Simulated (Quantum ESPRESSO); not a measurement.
NaCl under changes of volume

One of the cells (21.813 Å³/atom); the others are scaled copies at fixed shape and fractional positions:

```
Cl Na
1.0
     0.00000    2.79406    2.79406
     2.79406    0.00000    2.79406
     2.79406    2.79406    0.00000
Cl Na
1 1
Cartesian
  2.7941 2.7941 2.7941
  0.0000 0.0000 0.0000
```

The cell is a database's computed one.

```yaml
Program: Quantum ESPRESSO 7.5
Functional: PBE
Potentials_or_basis: SSSP 1.3 efficiency PBE
Cutoff: 748 eV
Density_cutoff: 5987 eV
k_mesh: 8 × 8 × 8
Occupations: fermi-dirac, width 0.05 eV
Spin: no spin polarisation
```

```csv
volume (Å³/atom),energy over the lowest point (meV/atom),pressure (GPa),gap on the mesh (eV)
20.504,?,?,?
20.940,19.69,3.1,5.38
21.376,12.34,2.3,5.29
21.813,6.87,1.7,5.21
22.249,3.10,1.1,5.13
22.685,0.87,0.5,5.06
23.121,0.00,0.1,4.99
```

**Question.** What does the run at 20.504 Å³/atom give?

**Answer.** Energy over the lowest point 29.16 meV/atom; pressure 3.9 GPa; gap on the mesh 5.47 eV.

Worked out: A Birch-Murnaghan fit of order 3 (a polynomial in V^(-2/3)) to the other rows has its minimum at 23.20 Å³/atom, just outside them, with B0 = V·E''(V) = 24 GPa and B' = 4.6. It gives 29.14 meV/atom at 20.504 Å³/atom, against the run's 29.16, and -dE/dV = 3.9 GPa, against 3.9. A straight line through the other rows of the gap, of slope -3.92 eV per unit of ln V (its deformation potential), extrapolates to 5.46 eV, against the run's 5.47.

Energies are extrapolated to zero smearing.
